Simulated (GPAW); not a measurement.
MgSi:

```
CELL_PARAMETERS angstrom
2.90839 0.00000 0.00000
0.00000 2.90839 0.00000
0.00000 0.00000 4.10343
ATOMIC_POSITIONS crystal
Si 0.50000 0.50000 0.50000
Mg 0.00000 0.00000 0.00000
```

The cell comes from a database or a generator and needn't be the stable form of this composition.

* Program: GPAW 26.7.0
* Task: relaxation of cell and atoms
* Functional: PBEsol
* Dispersion: D3(BJ)+ATM
* Potentials or basis: PAW data sets generated in the run's folder for this functional
* Cutoff: 800 eV
* Basis: pw
* k mesh: 8 × 8 × 6
* Occupations: fermi-dirac, width 0.05 eV
* Spin: no spin polarisation

At the start: pressure -4.4 GPa; volume 17.35 Å³/atom.

Question: How do energy, volume and symmetry change on relaxing?

Answer: Over 4 steps the energy falls by 18.2 meV/atom and the volume is 16.28 Å³/atom (-6.2 %); space group P4/mmm (No. 123, to 0.05 Å).

Step by step:
```tsv
step	energy change (eV)	largest force (eV/Å)	pressure (GPa)	volume (Å³)
1	0.0000	0.0000	-4.43	34.71
2	-0.0106	0.0000	-3.80	34.36
3	-0.0362	0.0000	0.39	32.40
4	-0.0365	0.0000	-0.03	32.56
```

Final structure:
```
CELL_PARAMETERS angstrom
2.86376 0.00000 0.00000
0.00000 2.86376 0.00000
0.00000 0.00000 3.97066
ATOMIC_POSITIONS crystal
Si 0.50000 0.50000 0.50000
Mg 0.00000 0.00000 0.00000
```

Caveat: later steps reuse the first step's grids; pairwise dispersion overbinds metals, which lowers pressure and volume.
